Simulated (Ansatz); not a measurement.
KCl (CsCl type), relaxed with r2SCAN in Ansatz. Space group Pm-3m (No. 221), cubic; conventional cell a = 3.771 Å, 26.82 Å³ an atom. Around K lie 8 Cl at 3.27 Å; around Cl lie 8 K at 3.27 Å.

The axes x, y and z are those of this cell:
```
CELL_PARAMETERS angstrom
3.77117 0.00000 0.00000
0.00000 3.77117 0.00000
0.00000 0.00000 3.77117
ATOMIC_POSITIONS crystal
K 0.00000 0.00000 0.00000
Cl 0.50000 0.50000 0.50000
```

Unstrained: PBE gives an indirect gap of 5.030 eV, from M to Γ; the least direct gap is 5.243 eV at Γ. With r2SCAN the valence top lies at M and the conduction bottom at Γ, 5.801 eV higher; the smallest vertical gap, at Γ, is 6.016 eV. With HSE06 the valence top lies at M and the conduction bottom at Γ, 6.365 eV higher; the smallest vertical gap, at Γ, is 6.595 eV. Meshes: PBE 8×8×8, r2SCAN 8×8×8, HSE06 6×6×6. Strains are changes of length per length. After each strain the atoms were relaxed again with r2SCAN within the symmetry that the strain leaves, so tilts or polar shifts that break it weren't tested; points keep the names that they have in the unstrained zone. Values at 0 K without nuclear motion; spin polarisation is off, and the phase may be a hypothetical one.

(1) Apply epitaxial -5.46 % in the xy plane, free normal strain +2.00 %. How far does the gap move, against the unstrained cell?

(2) Apply isotropic -3.68 % on every length. How far does the gap move, against the unstrained cell?

(3) For epitaxial +0.44 % in the plane normal to [111], how far does the free direction move, and what happens to the gap?

(4) Order the strained cells by their HSE06 gap, smallest first.
A. epitaxial -5.46 % in the xy plane
B. epitaxial +0.44 % in the plane normal to [111]
C. isotropic -3.68 % on every length

Answers

(1) PBE: the gap goes from 5.030 to 5.190 eV (+0.160 eV). r2SCAN: the gap goes from 5.801 to 5.942 eV (+0.141 eV). HSE06: the gap goes from 6.365 to 6.546 eV (+0.181 eV). The r2SCAN energy rises by 33.1 meV an atom.

(2) PBE: the gap goes from 5.030 to 5.591 eV (+0.561 eV). r2SCAN: the gap goes from 5.801 to 6.405 eV (+0.604 eV). HSE06: the gap goes from 6.365 to 6.962 eV (+0.597 eV). The r2SCAN energy rises by 26.8 meV an atom.

(3) The normal strain at zero normal stress is -0.46 %, 1.04 of the in-plane strain with the sign turned. PBE: the gap goes from 5.030 to 5.012 eV (-0.018 eV). r2SCAN: the gap goes from 5.801 to 5.781 eV (-0.020 eV). HSE06: the gap goes from 6.365 to 6.345 eV (-0.020 eV).

(4) B (6.35 eV), A (6.55 eV), C (6.96 eV).

The meshes of the hybrids are coarse, so their gaps aren't converged to the digits shown.
